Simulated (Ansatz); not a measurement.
# Y2CF2 MXene bilayer (AB) in a perpendicular field, part 3 of 3

Wanted: the out-of-plane response of the Y2CF2 MXene bilayer (AB). A positive field points along +c.

Ansatz 0.2.0; plane-wave DFT, PBE-D3(BJ), Ansatz PAW (the session's first sound run).

So far. Step 8 (Single point, field 0.35 V/Å): The dipole is 0.231 e·Å, and the gap 0.284 eV.

## Step 9: Response, atoms held

This step: plane-wave DFT, PBE-D3(BJ), Ansatz PAW; response to a field along the normal, atoms held (Ansatz 0.2.0).

The dipoles give the slope, and the difference of two potentials shows where the field is screened.

This step gave:

| Quantity | Value |
| --- | --- |
| equivalent conductor thickness p/(ε₀AE) | 10.41 Å |
| distance between the outer atoms | 13.17 Å |

Table of dipole of the cell by applied field:

| applied field (V/Å) | dipole of the cell (e·Å) |
| --- | --- |
| -0.200 | -0.126 |
| -0.100 | -0.0629 |
| 0.000 | 7.6e-6 |
| 0.100 | 0.0628 |
| 0.200 | 0.126 |
| 0.350 | 0.231 |

Local field over the applied field, running mean. From the potentials at -0.1 and 0.1 V/Å; running mean over 2.5 Å. The local field over applied field by z:

z (Å), local field over applied field and a bar:
```
        5      0.999 ##############################
        6      0.993 ##############################
        7      0.941 ############################
        8      0.748 ######################
        9      0.471 #############
       10      0.217 #####
       11      0.075 
       12      0.066 
       13      0.196 ####
       14      0.438 ############
       15      0.678 ####################
       16      0.702 ####################
       17      0.487 ##############
       18      0.229 #####
       19      0.082 #
       20      0.062 
       21      0.184 ####
       22      0.421 ###########
       23      0.703 #####################
       24      0.918 ###########################
       25      0.990 ##############################
       26      0.999 ##############################
```

The induced electron density oscillates, so the rows of the table below give means over windows of 0.5 Å about each position, cut where the curve ends. Its maxima inside the range that stand out by 2 % of the span (Å: e/Å³ per V/Å): 8.37: 0.00281, 9.09: 0.00193, 10.25: 0.00148, 11.69: 1.2e-4, 13.42: -7.2e-4, 14.29: -0.00114, 16.45: 0.00274, 17.17: 0.00189, 18.33: 0.00146, 19.77: 1.1e-4, 21.50: -7.2e-4, 22.37: -0.00112. Its minima: 8.80: 0.00112, 9.67: 7.2e-4, 11.40: -1.1e-4, 12.84: -0.00146, 14.00: -0.00189, 14.72: -0.00274, 16.89: 0.00114, 17.75: 7.2e-4, 19.48: -1.2e-4, 20.93: -0.00148, 22.08: -0.00193, 22.80: -0.00281.

Electrons, planar mean, per unit field. Table of induced electron density by z; means over each step:

| z (Å) | induced electron density (e/Å³ per V/Å) |
| --- | --- |
| 4.5 | 8.6e-7 |
| 5.0 | 2.7e-6 |
| 5.5 | 8.6e-6 |
| 6.0 | 2.8e-5 |
| 6.5 | 9.1e-5 |
| 7.0 | 2.9e-4 |
| 7.5 | 8.3e-4 |
| 8.0 | 0.00197 |
| 8.5 | 0.00233 |
| 9.0 | 0.00156 |
| 9.5 | 0.00101 |
| 10.0 | 0.00117 |
| 10.5 | 0.00118 |
| 11.0 | 4.6e-4 |
| 11.5 | -6.8e-6 |
| 12.0 | -2.8e-4 |
| 12.5 | -0.00105 |
| 13.0 | -0.00125 |
| 13.5 | -9.1e-4 |
| 14.0 | -0.00157 |
| 14.5 | -0.00208 |
| 15.0 | -0.00197 |
| 15.5 | -2.9e-4 |
| 16.0 | 0.00140 |
| 16.5 | 0.00244 |
| 17.0 | 0.00150 |
| 17.5 | 0.00120 |
| 18.0 | 0.00105 |
| 18.5 | 0.00124 |
| 19.0 | 5.8e-4 |
| 19.5 | -1.5e-5 |
| 20.0 | -1.7e-4 |
| 20.5 | -9.6e-4 |
| 21.0 | -0.00133 |
| 21.5 | -8.6e-4 |
| 22.0 | -0.00158 |
| 22.5 | -0.00185 |
| 23.0 | -0.00239 |
| 23.5 | -0.00115 |
| 24.0 | -4.2e-4 |
| 24.5 | -1.3e-4 |
| 25.0 | -4.3e-5 |
| 25.5 | -1.3e-5 |
| 26.0 | -4.0e-6 |
| 26.5 | -1.3e-6 |

The smaller of the gaps on the path and on the k-mesh, counted as 0 under 0.03 eV. Gap against applied field:

| applied field (V/Å) | gap (eV) |
| --- | --- |
| -0.200 | 0.551 |
| -0.100 | 0.827 |
| 0.000 | 1.11 |
| 0.100 | 0.827 |
| 0.200 | 0.551 |
| 0.350 | 0.284 |

By hand: between -0.1 and 0.1 V/Å the dipole changes by 0.1257 e·Å, a slope of 0.6285 e·Å²/V. A perfect conductor of thickness t has p = ε₀AEt, so t = 180.95 × 0.6285 / 10.928 = 10.41 Å (e/ε₀ = 180.95 V·Å, A in Å²).

The induced dipole is that of a conductor 10.41 Å thick.

## Step 10: With spin-orbit coupling, k-mesh 12×12×1

This step: plane-wave DFT, PBE, fully relativistic PAW with spin-orbit coupling (Ansatz 0.2.0).

Heavy atoms split their bands by spin-orbit coupling, so this run uses fully relativistic files and two-component states.

input.yaml

```yaml
crystal:
  lattice:
    - [3.5521950236, 0.0, 0.0]
    - [-1.7760975118, 3.0762911297, 0.0]
    - [0.0, 0.0, 31.1737357523]
  atoms:
    - { symbol: F, position: [0.3333333333, 0.6666666667, 0.2887045708] }
    - { symbol: "Y", position: [0.6666666667, 0.3333333333, 0.3264497389] }
    - { symbol: C, position: [0.0, 0.0, 0.3704238837] }
    - { symbol: "Y", position: [0.3333333333, 0.6666666667, 0.4143835799] }
    - { symbol: F, position: [0.6666666667, 0.3333333333, 0.451870808] }
    - { symbol: F, position: [0.6666666667, 0.3333333333, 0.548129192] }
    - { symbol: "Y", position: [0.0, 0.0, 0.5856164201] }
    - { symbol: C, position: [0.3333333333, 0.6666666667, 0.6295761163] }
    - { symbol: "Y", position: [0.6666666667, 0.3333333333, 0.6735502611] }
    - { symbol: F, position: [0.0, 0.0, 0.7112954292] }
kpoints:
  mp_grid: { grid: [12, 12, 1] }
  band_path:
    path: [[0, 0, 0], [0.5, 0, 0], [0.33333333, 0.33333333, 0], [0, 0, 0]]
    npoints: 16
hamiltonian:
  xc: pbe
  pseudopotentials: { kind: paw_fr }
magnetization:
  noncollinear: true
  spin_orbit: true
scf:
  occupations: { method: fermi_dirac, width: 0.05 }
  convergence: { dr2_threshold: 1.0e-09 }
efield:
  axis: 3
  dipole_correction: true
  ramp_position: 0.97
  ramp_width: 0.06
  amplitude: 0
output:
  write_potential: true
  write_density: true
  volumetric_format: npy
```

Command:

```sh
ansatz run input.yaml --threads 4 --pin off --max-ram 6144MiB --backend cpu --events-out ev --progress --plain --runs-dir out
```

Numbers of over 12 decimals in the logs are rounded to 6 here.

Log:

```text
[...]
non-collinear run that drives no moment, with spin-orbit: no starting moment large enough to seed its density (crystal.atoms[].spin), no starting occupations that ask for one, no magnetisation constraint and no magnetic field, so the semilocal B_xc is pinned to zero
Crystal: 10 atoms, lattice volume = 340.654 Å³
Basis set: ecut = 420 eV, 6591 PW (Γ)
Bands: 100, of which v1, the nominal top of the filled ones, is band 80 counted from 1 (79 counted from 0)
Symmetry: 6 space group operations + 6 with time reversal
k-points: 19 of 144 (time reversal used)
Projection manifold: j_resolved (fully-relativistic pseudo-atomic orbitals)
[...]
SCF iter   1: F=—  HF=-19156.863714 eV  |F-HF|=—  |Δ(HF+E_count)|=         —  Δρ=8.45e-2  dr2=4.39e1  dr2_m=0.00e0 (ungated)  ethr=3.10e-3  |M|=0.00e0 ∫|m|=0.00e0 μB  |m|>n=0.0e0 m-floor=0.0e0 τ_xc=0.0e0  β_m=0.30  p=0.000 e·Å  D=1.93e-13 V/Å  ΔV_dip=-0.00 eV  dr2_dipole=6.69e-9  V_vac-E_F(+/−)=9.44/9.44 eV  ⟨swp⟩=7.1  Hψ=10078  notcnv=0  defer=65
[...]
spin=Noncollinear: Resta preconditioning applied to the charge; magnetization (m_x, m_y, m_z) channels mix plain (no charge-response kernel on spin).
SCF iter   2: F=—  HF=-19146.729444 eV  |F-HF|=—  |Δ(HF+E_count)|=    1.01e1  Δρ=2.52e-2  dr2=4.37e0  dr2_m=0.00e0 (ungated)  ethr=3.10e-3  |M|=0.00e0 ∫|m|=0.00e0 μB  |m|>n=0.0e0 m-floor=0.0e0 τ_xc=0.0e0  β_m=0.35  p=0.000 e·Å  D=1.47e-5 V/Å  ΔV_dip=-0.00 eV  dr2_dipole=4.70e-9  V_vac-E_F(+/−)=6.65/6.65 eV  ⟨swp⟩=3.3  Hψ=4244  notcnv=0  defer=266
[...]
SCF iter  14: F=-19145.759731 eV  HF=-19145.759731 eV  |F-HF|=3.97e-10  |Δ(HF+E_count)|=  1.89e-10  Δρ=1.93e-7  dr2=4.35e-10  dr2_m=0.00e0 (ungated)  ethr=1.25e-12  |M|=0.00e0 ∫|m|=0.00e0 μB  |m|>n=0.0e0 m-floor=0.0e0 τ_xc=0.0e0  p=-0.000 e·Å  D=-5.97e-7 V/Å  ΔV_dip=0.00 eV  dr2_dipole=2.60e-11  V_vac-E_F(+/−)=3.72/3.72 eV  ⟨swp⟩=6.9  Hψ=4115  notcnv=0
SCF 1 converged in 14 iterations: F = -19145.759731 eV  dr2 = 4.35e-10
[...]
SCF converged after 14 iterations
Magnetization: |M| = 0.0000 μB,  M = (+0.0000, +0.0000, +0.0000) μB
Absolute magnetization: 0.0000 μB (∫|m|)
  site 0: m = (+0.0000, +0.0000, +0.0000) μB, |m| = 0.0000 μB  (R = 0.98 Å)
  site 1: m = (+0.0000, +0.0000, +0.0000) μB, |m| = 0.0000 μB  (R = 0.98 Å)
  site 2: m = (+0.0000, +0.0000, +0.0000) μB, |m| = 0.0000 μB  (R = 1.02 Å)
  site 3: m = (+0.0000, +0.0000, +0.0000) μB, |m| = 0.0000 μB  (R = 0.97 Å)
  site 4: m = (+0.0000, +0.0000, +0.0000) μB, |m| = 0.0000 μB  (R = 0.97 Å)
  site 5: m = (+0.0000, +0.0000, +0.0000) μB, |m| = 0.0000 μB  (R = 0.97 Å)
  site 6: m = (+0.0000, +0.0000, +0.0000) μB, |m| = 0.0000 μB  (R = 0.97 Å)
  site 7: m = (+0.0000, +0.0000, +0.0000) μB, |m| = 0.0000 μB  (R = 1.02 Å)
  site 8: m = (+0.0000, +0.0000, +0.0000) μB, |m| = 0.0000 μB  (R = 0.98 Å)
  site 9: m = (+0.0000, +0.0000, +0.0000) μB, |m| = 0.0000 μB  (R = 0.98 Å)
Free energy (F): -19145.759731 eV
[...]
Internal energy: -19145.759728 eV  (E = F + TS)
E sigma→0 (E₀):  -19145.759729 eV
Entropy (-TS):   -0.000003 eV (-0.000 meV/atom)
Fermi energy:    2.605013 eV
Dipole field:    D = 0.000005 V/Å  (p = 0.000009 e·Å, saw-weighted, corrected)
Work function:   Φ+ = 3.7169 eV   Φ− = 3.7172 eV
[...]
--- Band table (eV; the first three rows and the last of 19) ---
  k-point 0: bands = [... 76 lower, 2.0307, 2.0307, 2.0334, 2.0334, 4.5947, 4.5947, 4.9551, 4.9551, ... 16 higher]
  k-point 1: bands = [... 76 lower, 2.0010, 2.0010, 2.0035, 2.0035, 4.6641, 4.6641, 4.8900, 4.8900, ... 16 higher]
  k-point 2: bands = [... 76 lower, 1.9442, 1.9442, 1.9462, 1.9462, 4.3906, 4.3906, 4.4333, 4.4333, ... 16 higher]
  k-point 18: bands = [... 76 lower, 1.4049, 1.4049, 1.4049, 1.4050, 5.0325, 5.0325, 5.0328, 5.0328, ... 16 higher]
```

The job ended after 2.1 min (4 threads of Intel Xeon Platinum 8375C at 2.90GHz (Ice Lake), shared host; peak memory 3.2 GiB; 8.2 min of CPU time).

Numbers from this step:

| Property | Result |
| --- | --- |
| dipole along the normal | 8.77e-6 e·Å |
| gap along the path | 1.102 eV |
| smallest direct gap along the path | 1.273 eV |
| ionisation energy, upper face | 4.288 eV |
| electron affinity, upper face | 3.186 eV |
| gap, the smaller of path and mesh | 1.102 eV |

Electronic bands along the path, in eV, zero at the Fermi level of the run, which the smearing sets inside the gap:

| point | band 77 | band 78 | band 79 | band 80 | band 81 | band 82 | band 83 | band 84 |
| --- | --- | --- | --- | --- | --- | --- | --- | --- |
| Γ | -0.57 | -0.57 | -0.57 | -0.57 | 1.99 | 1.99 | 2.35 | 2.35 |
| halfway | -0.71 | -0.71 | -0.71 | -0.71 | 1.30 | 1.30 | 1.32 | 1.32 |
| M | -0.74 | -0.74 | -0.74 | -0.74 | 0.53 | 0.53 | 0.55 | 0.55 |
| halfway | -1.20 | -1.20 | -1.20 | -1.20 | 1.41 | 1.41 | 1.43 | 1.43 |
| K | -1.20 | -1.20 | -1.20 | -1.20 | 2.43 | 2.43 | 2.43 | 2.43 |
| halfway | -1.03 | -1.03 | -1.03 | -1.03 | 2.06 | 2.06 | 2.06 | 2.06 |
| Γ | -0.57 | -0.57 | -0.57 | -0.57 | 1.99 | 1.99 | 2.35 | 2.35 |

The gap is 1.10 eV, with the valence edge 4.29 eV and the conduction edge 3.19 eV under the upper vacuum level.

## Step 11: With spin-orbit coupling, k-mesh 12×12×1, field -0.2 V/Å

The same in a field along the normal.

input.yaml: that of step 10 with these lines changed.

```diff
@@ -18,5 +18,3 @@
   mp_grid: { grid: [12, 12, 1] }
-  band_path:
-    path: [[0, 0, 0], [0.5, 0, 0], [0.33333333, 0.33333333, 0], [0, 0, 0]]
-    npoints: 16
+  band_path: { path: [[0, 0, 0], [0.12, 0, 0]], npoints: 24 }
 hamiltonian:
@@ -33,5 +31,5 @@
   dipole_correction: true
-  ramp_position: 0.97
-  ramp_width: 0.06
-  amplitude: 0
+  ramp_position: 0.9494
+  ramp_width: 0.1012
+  amplitude: -0.2
 output:
```

Log:

```text
[...]
Crystal: 10 atoms, lattice volume = 340.654 Å³
Basis set: ecut = 420 eV, 6591 PW (Γ)
Bands: 100, of which v1, the nominal top of the filled ones, is band 80 counted from 1 (79 counted from 0)
Symmetry: 6 space group operations + 6 with time reversal
k-points: 19 of 144 (time reversal used)
[...]
k-point 0: bands = [... 76 lower, 2.3043, 2.3043, 2.3111, 2.3111, 4.3622, 4.3622, 4.6213, 4.6213, ... 16 higher]
  k-point 1: bands = [... 76 lower, 2.0902, 2.0904, 2.2813, 2.2814, 4.4379, 4.4474, 4.6085, 4.6108, ... 16 higher]
  k-point 2: bands = [... 76 lower, 1.6628, 1.6629, 2.2242, 2.2243, 4.1284, 4.1292, 4.6669, 4.6688, ... 16 higher]
  k-point 18: bands = [... 76 lower, 1.1225, 1.1225, 1.6840, 1.6841, 4.7505, 4.7505, 5.3073, 5.3080, ... 16 higher]
[key lines of the parts left out:]
SCF converged after 15 iterations
Magnetization: |M| = 0.0000 μB,  M = (+0.0000, +0.0000, +0.0000) μB
Free energy (F): -19145.772327 eV
Fermi energy:    2.603621 eV
Dipole field:    D = -0.067226 V/Å  (p = -0.126557 e·Å, saw-weighted, corrected)
```

Elapsed: 99 s, on 4 threads; peak memory 3.2 GiB.

This step gave:

* energy at zero smearing: -19145.7722 eV
* dipole along the normal: -0.1266 e·Å
* gap along the path: 2.051 eV
* smallest direct gap along the path: 2.051 eV
* gap, the smaller of path and mesh: 0.5497 eV

The dipole is -0.127 e·Å, and the gap 0.550 eV.

## Step 12: A changed input: basis.ecutwfc = "450 eV"

This step: plane-wave DFT, PBE-D3(BJ), Ansatz PAW (Ansatz 0.2.0).

A run with a changed input: it repeats the earlier run at 0.1 V/Å with basis.ecutwfc to 450 eV.

input.yaml, the sections that differ from step 11:

```yaml
kpoints:
  mp_grid: { grid: [18, 18, 1] }
  band_path:
    path: [[0, 0, 0], [0.5, 0, 0], [0.33333333, 0.33333333, 0], [0, 0, 0]]
    npoints: 16
hamiltonian:
  xc: pbe
  dispersion: d3bj
scf:
  occupations: { method: fermi_dirac, width: 0.05 }
  convergence: { dr2_threshold: 1.0e-10 }
efield:
  axis: 3
  dipole_correction: true
  ramp_position: 0.9494
  ramp_width: 0.1012
  amplitude: 0.1
basis:
  ecutwfc: "450 eV"
# crystal, output: as in step 11
# magnetization: removed
```

Log:

```text
[...]
Crystal: 10 atoms, lattice volume = 340.654 Å³
Basis set: ecut = 450 eV, 7331 PW (Γ)
Bands: 50, of which v1, the nominal top of the filled ones, is band 40 counted from 1 (39 counted from 0)
Symmetry: 6 space group operations
k-points: 37 of 324 (time reversal used)
[...]
SCF iter   1: F=—  HF=-19155.667462 eV  |F-HF|=—  |Δ(HF+E_count)|=         —  Δρ=8.45e-2  dr2=4.40e1  ethr=3.10e-3  p=0.090 e·Å  D=4.77e-2 V/Å  ΔV_dip=-1.49 eV  dr2_dipole=1.91e-3  V_vac-E_F(+/−)=10.04/8.78 eV  ⟨swp⟩=7.5  Hψ=8636  notcnv=0  defer=12
[...]
SCF iter  18: F=-19144.553905 eV  HF=-19144.553905 eV  |F-HF|=4.73e-11  |Δ(HF+E_count)|=  1.42e-10  Δρ=1.07e-7  dr2=5.77e-11  ethr=1.00e-12  p=0.063 e·Å  D=3.34e-2 V/Å  ΔV_dip=-1.04 eV  dr2_dipole=6.19e-12  V_vac-E_F(+/−)=4.53/2.83 eV  ⟨swp⟩=25.5  Hψ=8735  notcnv=0
SCF 1 converged in 18 iterations: F = -19144.553905 eV  dr2 = 5.77e-11
[...]
SCF converged after 18 iterations
Free energy (F): -19144.553905 eV
[...]
Internal energy: -19144.553887 eV  (E = F + TS)
E sigma→0 (E₀):  -19144.553896 eV
Entropy (-TS):   -0.000018 eV (-0.002 meV/atom)
Fermi energy:    2.609437 eV
Dipole field:    D = 0.033390 V/Å  (p = 0.062859 e·Å, saw-weighted, corrected)
Work function:   not extracted (applied field tilts the vacuum); planar V_es + V_field profile in the machine report
[...]
--- Band table (eV; the first three rows and the last of 37) ---
  k-point 0: bands = [... 36 lower, 1.8835, 1.8835, 2.1712, 2.1712, 4.5669, 4.7201, 5.0622, 5.0622, ... 6 higher]
  k-point 1: bands = [... 36 lower, 1.7809, 1.8712, 2.0687, 2.1589, 4.6283, 4.7070, 5.0038, 5.1228, ... 6 higher]
  k-point 2: bands = [... 36 lower, 1.5253, 1.8137, 1.8395, 2.1271, 4.5559, 4.7529, 4.9080, 5.0038, ... 6 higher]
  k-point 36: bands = [... 36 lower, 0.9328, 0.9347, 1.2586, 1.5463, 4.8882, 5.1737, 5.8750, 5.8803, ... 6 higher]
```

It took 30 s on 4 threads; peak memory 1.2 GiB.

This step gave:

```yaml
dipole_along_the_normal: 0.06286 e·Å
gap_along_the_path: 0.8267 eV
smallest_direct_gap_along_the_path: 0.9949 eV
gap_the_smaller_of_path_and_mesh: 0.8267 eV
```

Electronic bands along the path, in eV, zero at the Fermi level of the run, which the smearing sets inside the gap:

| point | band 37 | band 38 | band 39 | band 40 | band 41 | band 42 | band 43 | band 44 |
| --- | --- | --- | --- | --- | --- | --- | --- | --- |
| Γ | -0.73 | -0.73 | -0.44 | -0.44 | 1.96 | 2.11 | 2.45 | 2.45 |
| halfway | -1.59 | -1.36 | -0.86 | -0.57 | 1.16 | 1.45 | 2.59 | 2.89 |
| M | -1.36 | -1.07 | -0.89 | -0.61 | 0.39 | 0.68 | 3.58 | 3.90 |
| halfway | -1.45 | -1.35 | -1.17 | -1.06 | 1.27 | 1.56 | 3.48 | 3.72 |
| K | -1.68 | -1.67 | -1.35 | -1.06 | 2.28 | 2.56 | 3.27 | 3.27 |
| halfway | -1.58 | -1.33 | -1.18 | -0.89 | 1.91 | 1.93 | 2.20 | 2.22 |
| Γ | -0.73 | -0.73 | -0.44 | -0.44 | 1.96 | 2.11 | 2.45 | 2.45 |

| quantity | this run | earlier run | difference |
| --- | --- | --- | --- |
| dipole along the normal (e·Å) | 0.06286 | 0.06285 | 8.7e-6 |
| gap along the path (eV) | 0.8267 | 0.8268 | -4.7e-5 |
| smallest direct gap along the path (eV) | 0.9949 | 0.9950 | -7.2e-5 |

Nothing in the table moves by 0.01 in its unit (for the dipole 0.5 % and 5e-5 e·Å).

## Step 13: A changed input: basis.ecutwfc = "33.1 Ry"

Another changed input: it repeats the earlier run at 0.1 V/Å with basis.ecutwfc to 33.1 Ry.

input.yaml: that of step 12 with these lines changed.

```diff
@@ -38,2 +38,2 @@
 basis:
-  ecutwfc: "450 eV"
+  ecutwfc: "33.1 Ry"
```

Log:

```text
[...]
Crystal: 10 atoms, lattice volume = 340.654 Å³
Basis set: ecut = 450.348442 eV, 7343 PW (Γ)
Bands: 50, of which v1, the nominal top of the filled ones, is band 40 counted from 1 (39 counted from 0)
Symmetry: 6 space group operations
k-points: 37 of 324 (time reversal used)
[...]
SCF iter   1: F=—  HF=-19155.667561 eV  |F-HF|=—  |Δ(HF+E_count)|=         —  Δρ=8.45e-2  dr2=4.40e1  ethr=3.10e-3  p=0.090 e·Å  D=4.77e-2 V/Å  ΔV_dip=-1.49 eV  dr2_dipole=1.90e-3  V_vac-E_F(+/−)=10.04/8.78 eV  ⟨swp⟩=7.4  Hψ=8637  notcnv=0  defer=11
[...]
SCF iter  18: F=-19144.553976 eV  HF=-19144.553976 eV  |F-HF|=3.27e-11  |Δ(HF+E_count)|=  5.09e-11  Δρ=1.09e-7  dr2=7.74e-11  ethr=1.00e-12  p=0.063 e·Å  D=3.34e-2 V/Å  ΔV_dip=-1.04 eV  dr2_dipole=9.71e-12  V_vac-E_F(+/−)=4.53/2.83 eV  ⟨swp⟩=25.6  Hψ=8753  notcnv=0
SCF 1 converged in 18 iterations: F = -19144.553976 eV  dr2 = 7.74e-11
[...]
SCF converged after 18 iterations
Free energy (F): -19144.553976 eV
[...]
Internal energy: -19144.553958 eV  (E = F + TS)
E sigma→0 (E₀):  -19144.553967 eV
Entropy (-TS):   -0.000018 eV (-0.002 meV/atom)
Fermi energy:    2.609438 eV
Dipole field:    D = 0.033390 V/Å  (p = 0.062860 e·Å, saw-weighted, corrected)
Work function:   not extracted (applied field tilts the vacuum); planar V_es + V_field profile in the machine report
[...]
--- Band table (eV; the first three rows and the last of 37) ---
  k-point 0: bands = [... 36 lower, 1.8835, 1.8835, 2.1712, 2.1712, 4.5669, 4.7201, 5.0622, 5.0622, ... 6 higher]
  k-point 1: bands = [... 36 lower, 1.7809, 1.8712, 2.0687, 2.1589, 4.6283, 4.7070, 5.0038, 5.1228, ... 6 higher]
  k-point 2: bands = [... 36 lower, 1.5253, 1.8137, 1.8394, 2.1271, 4.5559, 4.7529, 4.9080, 5.0038, ... 6 higher]
  k-point 36: bands = [... 36 lower, 0.9328, 0.9347, 1.2586, 1.5463, 4.8882, 5.1737, 5.8750, 5.8803, ... 6 higher]
```

The job ended after 30 s (4 threads; peak memory 1.2 GiB; 2 min of CPU time).

The electronic bands at the labelled points (eV, zero at the Fermi level of the run, which the smearing sets inside the gap):

(Unchanged from step 12.)

| quantity | this run | earlier run | difference |
| --- | --- | --- | --- |
| dipole along the normal (e·Å) | 0.06286 | 0.06285 | 9.8e-6 |
| gap along the path (eV) | 0.8267 | 0.8268 | -4.9e-5 |
| smallest direct gap along the path (eV) | 0.9949 | 0.9950 | -7.5e-5 |

Nothing in the table moves by 0.01 in its unit (for the dipole 0.5 % and 5e-5 e·Å).

## Step 14: Summary of results

```
gap without field                          : 1.11 eV
ionisation energy, upper face              : 4.29 eV
electron affinity, upper face              : 3.19 eV
equivalent conductor thickness, atoms held : 10.4 Å
```

What this shows: The induced dipole equals that of a perfect conductor 10.41 Å thick, while the outer atoms lie 13.17 Å apart; an out-of-plane ε follows only once a thickness t is chosen, by 1 − 1/ε = 10.41 Å / t. The gap goes from 1.11 eV to 0.28 eV at 0.35 V/Å. With the field reversed the gap is 0.55 eV at -0.2 V/Å. Semilocal functionals give gaps that are too small, and excitons are not included. The field series itself is without spin-orbit coupling. The MXene's terminations sit over the metal atoms of its far layer; the site over carbon or nitrogen, which some compounds prefer, was not run.

[Logs are printed without paths, hosts, clocks, repeated set-up lines and the standing remarks that a program may print on its own settings, such as how far it seeks lower states.]

[Hosts, paths, dates, database ids (printed as entryN), source tags and the programs' standing remarks are cut or masked in the printed files.]

[Maps of the electrostatic potential energy from Ansatz leave out the sawtooth potential of an applied field or a dipole correction, so their vacuum need not be flat; planar profiles and work functions include it.]
